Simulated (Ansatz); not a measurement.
SiNi3 under changes of volume

One of the cells (11.109 Å³/atom); the others are scaled copies at fixed shape and fractional positions:

```xyz
4
Lattice="3.5420 0.0000 0.0000 0.0000 3.5420 0.0000 0.0000 0.0000 3.5420" Properties=species:S:1:pos:R:3 pbc="T T T"
Ni    1.7710    1.7710    0.0000
Ni    1.7710    0.0000    1.7710
Ni    0.0000    1.7710    1.7710
Si    0.0000    0.0000    0.0000
```

| Quantity | Value |
| --- | --- |
| Program | Ansatz 0.2.0 |
| Functional | PBE |
| Potentials or basis | Ansatz PAW |
| Cutoff | 420 eV (not typed: the program's choice for these potentials) |
| k mesh | 8 × 8 × 8 |
| Occupations | fermi-dirac, width 0.05 eV |
| Spin | collinear spin, ferromagnetic start |
| Starting moments | [1.0, 1.0, 1.0, 0.0] μB |

```tsv
volume (Å³/atom)	energy over the lowest point (meV/atom)	pressure (GPa)
10.443	6.55	7.3
10.665	0.03	2.3
10.887	0.00	-2.1
11.109	5.73	-6.0
11.331	16.57	-9.5
11.554	?	?
11.776	51.35	-15.3
```

**Question.** What does the run at 11.554 Å³/atom give?

**Answer.** Energy over the lowest point 31.95 meV/atom; pressure -12.6 GPa.

Worked out: A Birch-Murnaghan fit of order 3 (a polynomial in V^(-2/3)) to the other rows has its minimum at 10.78 Å³/atom with B0 = V·E''(V) = 214 GPa and B' = 4.9. It gives 31.99 meV/atom at 11.554 Å³/atom, against the run's 31.95, and -dE/dV = -12.6 GPa, against -12.6.

Energies are extrapolated to zero smearing.

Caveats: the starting moments weren't kept.
